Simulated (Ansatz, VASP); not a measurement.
Ru: VASP beside Ansatz

```
Ru
1.0
     2.52825    0.00000    0.00000
     0.00000    2.52825    0.00000
     0.00000    0.00000    2.52825
Ru
1
Direct
  0.00000 0.00000 0.00000
```

Alike in both runs: task single point; functional LDA; k mesh 14 × 14 × 14; occupations fermi-dirac, width 0.1 eV; no spin polarisation.

|  | VASP | Ansatz |
| --- | --- | --- |
| version | VASP 6.6.1 | Ansatz 0.2.0 |
| potentials or method | VASP PAW LDA potentials, release 64 (Ru_pv) | plane waves (420 eV) with PAW, scalar-relativistic |
| plane-wave cutoff (eV) | 520 | 420 |
| valence electrons in the cell | 14 | 16 |

```tsv
	VASP	Ansatz	Ansatz less VASP
pressure (GPa)	-16.1	-16.7	-0.59
```

The two sets of potentials don't hold the same shells in valence. Ansatz warned: «pseudo_functional_mismatch».

Caveats: so large a pressure means that the cell lies far from this level's equilibrium, or that cutoff or potentials fall short (VASP).
